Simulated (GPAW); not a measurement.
Set up this calculation in GPAW 26.7.0, as an ASE script.

| Item | Value |
| --- | --- |
| Task | equation of state |
| Functional | LDA |
| Potentials or basis | the program's PAW data sets (release 1.2.1) made for this functional |
| Cutoff | 600 eV |
| Basis | pw |
| k mesh | 5 × 5 × 5 |
| Occupations | fermi-dirac, width 0.05 eV |
| Spin | no spin polarisation |
| Hubbard terms | Sc d U = 5 eV |
| Maxiter | 150 |
| Eos scales | [0.94, 0.96, 0.98, 1.0, 1.02, 1.04, 1.06] |

The structure of ScAl3 lies in ScAl3.cif:

```cif
data_ScAl3
_cell_length_a 4.08780657
_cell_length_b 4.08780657
_cell_length_c 4.08780657
_cell_angle_alpha 90.00000000
_cell_angle_beta 90.00000000
_cell_angle_gamma 90.00000000
_space_group_name_H-M_alt 'Pm-3m'
_space_group_name_Hall '-P 4 2 3'
_space_group_IT_number 221
loop_
_space_group_symop_operation_xyz
'x,y,z'
'-x,-y,-z'
'-y,x,z'
'y,-x,-z'
'-x,-y,z'
'x,y,-z'
'y,-x,z'
'-y,x,-z'
'x,-y,-z'
'-x,y,z'
'-y,-x,-z'
'y,x,z'
'-x,y,-z'
'x,-y,z'
'y,x,-z'
'-y,-x,z'
'z,x,y'
'-z,-x,-y'
'z,-y,x'
'-z,y,-x'
'z,-x,-y'
'-z,x,y'
'z,y,-x'
'-z,-y,x'
'-z,x,-y'
'z,-x,y'
'-z,-y,-x'
'z,y,x'
'-z,-x,y'
'z,x,-y'
'-z,y,x'
'z,-y,-x'
'y,z,x'
'-y,-z,-x'
'x,z,-y'
'-x,-z,y'
'-y,z,-x'
'y,-z,x'
'-x,z,y'
'x,-z,-y'
'-y,-z,x'
'y,z,-x'
'-x,-z,-y'
'x,z,y'
'y,-z,-x'
'-y,z,x'
'x,-z,y'
'-x,z,-y'
loop_
_atom_site_label
_atom_site_type_symbol
_atom_site_symmetry_multiplicity
_atom_site_Wyckoff_symbol
_atom_site_fract_x
_atom_site_fract_y
_atom_site_fract_z
_atom_site_occupancy
Sc1 Sc 1 a 0.0000000000 0.0000000000 0.0000000000 1
Al1 Al 3 c 0.5000000000 0.5000000000 0.0000000000 1
```

The cell is a database's computed one.

These files were run (other wordings do the same):

run.py

```python
from ase.eos import EquationOfState
from ase.io import Trajectory, read
from ase.units import GPa
from gpaw import GPAW, PW

atoms = read('ScAl3.cif')

traj = Trajectory('eos.traj', 'w')
volumes, energies = [], []
for x in [0.94, 0.96, 0.98, 1.0, 1.02, 1.04, 1.06]:
    a = atoms.copy()
    a.set_cell(atoms.cell * x**(1 / 3), scale_atoms=True)
    calc = GPAW(mode=PW(600),
                xc='LDA',
                kpts={'size': (5, 5, 5), 'gamma': True},
                occupations={'name': 'fermi-dirac', 'width': 0.05},
                setups={'Sc': ':d,5.0'},
                nbands=22,
                convergence={'density': 1e-05, 'energy': 1e-05},
                maxiter=150,
                txt=f'eos-{x:.2f}.txt')
    a.calc = calc
    energies.append(a.get_potential_energy(force_consistent=True))
    volumes.append(a.get_volume())
    p = -a.get_stress()[:3].mean() / GPa
    calc.write(f'eos-{x:.2f}.gpw')
    traj.write(a)
    print(f'{x:.2f} {volumes[-1]:10.4f} A^3 {energies[-1]:14.6f} eV {p:9.3f} GPa', flush=True)

v0, e0, B = EquationOfState(volumes, energies, eos='birchmurnaghan').fit()
print(f'V0 = {v0:.4f} A^3, E0 = {e0:.6f} eV, B0 = {B / GPa:.2f} GPa')
```

Potentials or basis: the program's PAW data sets (release 1.2.1) made for this functional, pw.

Command:

```sh
$ OMP_NUM_THREADS=1 python run.py
```

Results of the run:

The equilibrium volume is 17.17 Å³/atom. The bulk modulus is 89 GPa and the pressure derivative of the bulk modulus is 4.4.

Caveat: the U is typed as a test and isn't derived for this compound.

Run time: 70 s on 1 thread of Intel(R) Xeon(R) CPU @ 2.80GHz (Skylake/Cascade Lake), with other jobs on the host, peak memory 0.23 GiB.
